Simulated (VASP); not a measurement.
A VASP calculation is set up with these files.

**KPOINTS**
```
Automatic mesh
0
Gamma
5 5 5
0 0 0
```

### INCAR
```
SYSTEM = CsBr
PREC = Accurate
ENCUT = 400
EDIFF = 1E-6
NELM = 5
ALGO = Normal
LREAL = .FALSE.
LASPH = .TRUE.
ISMEAR = 0
SIGMA = 0.05
GGA = PE
LMAXMIX = 4
LWAVE = .FALSE.
LCHARG = .FALSE.
ISIF = 2
```

### POSCAR
```
CsBr
1
    4.2900000000     0.0000000000     0.0000000000
    0.0000000000     4.2900000000     0.0000000000
    0.0000000000     0.0000000000     4.2900000000
Cs Br
1 1
Direct
  0.0000000000   0.0000000000   0.0000000000
  0.5000000000   0.5000000000   0.5000000000
```

POTCAR, in this order: Cs_sv Br (PBE.64 set). Program: vasp_std.

Question: Does this input run properly? What does VASP do?

Answer: There is a fault: NELM is too small, so the electronic loop ends before EDIFF is met. The run did not converge; its last values are not results. Against the sound run, the energy per atom (σ→0) drops by 0.132 eV/atom; the pressure increases by 8.50 GPa; the band gap goes up by 0.71 eV.

standard output:
```
 POSCAR found type information on POSCAR CsBr
 POSCAR found :  2 types and       2 ions
 Reading from existing POTCAR
 Reading from existing POTCAR
 LDA part: xc-table for (Slater+PW92), standard interpolation
 POSCAR, INCAR and KPOINTS ok, starting setup
 WAVECAR not read
 entering main loop
       N       E                     dE             d eps       ncg     rms          rms(c)
DAV:   1     0.909579206499E+02    0.90958E+02   -0.58026E+03   240   0.932E+02
DAV:   2    -0.173847722996E+00   -0.91132E+02   -0.87013E+02   400   0.167E+02
DAV:   3    -0.621945938899E+01   -0.60456E+01   -0.60359E+01   304   0.513E+01
DAV:   4    -0.626878341811E+01   -0.49324E-01   -0.49315E-01   284   0.577E+00
DAV:   5    -0.626918885730E+01   -0.40544E-03   -0.40542E-03   304   0.510E-01

 -----------------------------------------------------------------------------
|                                                                             |
|           W    W    AA    RRRRR   N    N  II  N    N   GGGG   !!!           |
|           W    W   A  A   R    R  NN   N  II  NN   N  G    G  !!!           |
|           W    W  A    A  R    R  N N  N  II  N N  N  G       !!!           |
|           W WW W  AAAAAA  RRRRR   N  N N  II  N  N N  G  GGG   !            |
|           WW  WW  A    A  R   R   N   NN  II  N   NN  G    G                |
|           W    W  A    A  R    R  N    N  II  N    N   GGGG   !!!           |
|                                                                             |
|     The electronic self-consistency was not achieved in the given           |
|     number of steps (NELM). The forces and other quantities evaluated       |
|     might not be reliable so examine the results carefully. If you find     |
|     spurious results, we suggest increasing NELM, if you were close to      |
|     convergence or switching to a different ALGO or adjusting the           |
|     density mixing parameters otherwise.                                    |
|                                                                             |
 -----------------------------------------------------------------------------

   1 F= -.62691889E+01 E0= -.62691889E+01  d E =-.159585E-11
```

File OUTCAR:
```
------------------------ aborting loop EDIFF was not reached (unconverged)  ----------------------------
  FORCE on cell =-STRESS in cart. coord.  units (eV):
  Direction    XX          YY          ZZ          XY          YZ          ZX
  --------------------------------------------------------------------------------------
  Total        4.6933547      4.6933547      4.6933547      0.0000000      0.0000000      0.0000000
  in kB       95.2405904     95.2405904     95.2405904      0.0000000      0.0000000      0.0000000
  external PRESSURE =      95.2405904 kB  Pullay stress =       0.0000000 kB
  volume of cell :       78.95
      direct lattice vectors                 reciprocal lattice vectors
     4.290000000  0.000000000  0.000000000     0.233100233  0.000000000  0.000000000
     0.000000000  4.290000000  0.000000000     0.000000000  0.233100233  0.000000000
     0.000000000  0.000000000  4.290000000     0.000000000  0.000000000  0.233100233
 POSITION                                       TOTAL-FORCE (eV/Angst)
 -----------------------------------------------------------------------------------
      0.00000      0.00000      0.00000         0.000000      0.000000      0.000000
      2.14500      2.14500      2.14500         0.000000      0.000000      0.000000
 -----------------------------------------------------------------------------------
    total drift:                                0.000000      0.000000      0.000000
  FREE ENERGIE OF THE ION-ELECTRON SYSTEM (eV)
  ---------------------------------------------------
  free  energy   TOTEN  =        -6.2691888573 eV

  energy  without entropy=       -6.2691888573  energy(sigma->0) =       -6.26918886
```
(Selected blocks of OUTCAR.)

To mend it, set NELM = 100.

The mended run (PBE GGA, plane waves, VASP's PBE PAW potentials (set 64)) converges, and its OSZICAR ends with
```
   1 F= -.60054992E+01 E0= -.60054992E+01  d E =-.180424E-17
```

The compound is CsBr in the CsCl type structure. The cell was not relaxed at this level.
